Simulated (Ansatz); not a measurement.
**Se (Pm-3m): energy and pressure against volume**

Aim: energy and pressure of Se (Pm-3m) over a wide range of volumes, and a fit. The run doesn't test whether this is the element's stable form.

Program: Ansatz 0.2.0. Level of theory: DFT PBE, scalar-relativistic, plane waves, PAW. These are calculated values, not measurements.

### Step 1. The structure to begin with

The structure is cubic, space group Pm-3m (No. 221). Conventional cell: a = 2.831 Å, b = 2.831 Å, c = 2.831 Å, α = 90.00°, β = 90.00°, γ = 90.00°. Se (site symmetry m-3m) has 6 Se at 2.83 Å as nearest neighbours.

Coordinates:

```cif
data_structure
_symmetry_space_group_name_H-M 'P 1'
_symmetry_Int_Tables_number 1
_cell_length_a 2.8306
_cell_length_b 2.8306
_cell_length_c 2.8306
_cell_angle_alpha 90.003
_cell_angle_beta 90.003
_cell_angle_gamma 90.003
_cell_volume 22.68
loop_
_atom_site_label
_atom_site_type_symbol
_atom_site_fract_x
_atom_site_fract_y
_atom_site_fract_z
_atom_site_occupancy
Se1 Se 0.00000 0.00000 0.00000 1
```

An earlier run at PBE left this cell at 22.680 Å³/atom and 0.00 GPa (16×16×16 mesh).

### Step 2. Volume × 0.96

Input file input.yaml:

```yaml
crystal:
  lattice:
    - [1.9745531208, 1.1400087758, 1.6120856293]
    - [-1.9745531208, 1.1400087758, 1.6120856293]
    - [0.0, -2.2800175516, 1.6120856294]
  atoms:
    - { symbol: Se, position: [0.0, 0.0, 0.0] }
basis:
  ecutwfc: 420
  ecutrho_ratio: 4
kpoints:
  mp_grid: { grid: [16, 16, 16] }
hamiltonian:
  xc: pbe
scf:
  occupations: { method: gaussian, width: 0.05 }
output:
  forces: true
  stress: true
  eigenvalues: true
relax:
  f_tol: 0.01
  max_steps: 40
  cell: { stress_tol: 0.1, fix: [volume] }
```

On the command line:

```
$ ansatz run input.yaml --threads 1 --pin off --max-ram 2560MiB --backend cpu --events-out ev --progress --plain --runs-dir out
```

Further steps of the session: Volume × 1.04; Volume × 0.92; Volume × 0.88; Volume × 0.84; Volume × 0.8; Volume × 0.76; Volume × 0.72; Volume × 0.68; Volume × 0.64.

**Question.** What will these runs give? Wanted: range of pressure; V0; B0; B0′.

**Answer**, as computed:

```
         quantity             value
range of pressure  -2.5 to 81.7 GPa
         V0 (fit)     22.59 Å³/atom
         B0 (fit)            76 GPa
        B0′ (fit)              4.06
```

A third-order Birch-Murnaghan fit follows the points with an rms miss of 1.77 meV/atom. The k mesh is not the same at all volumes. Shape and atoms relax at each volume. Other structures may be lower in enthalpy at these pressures.
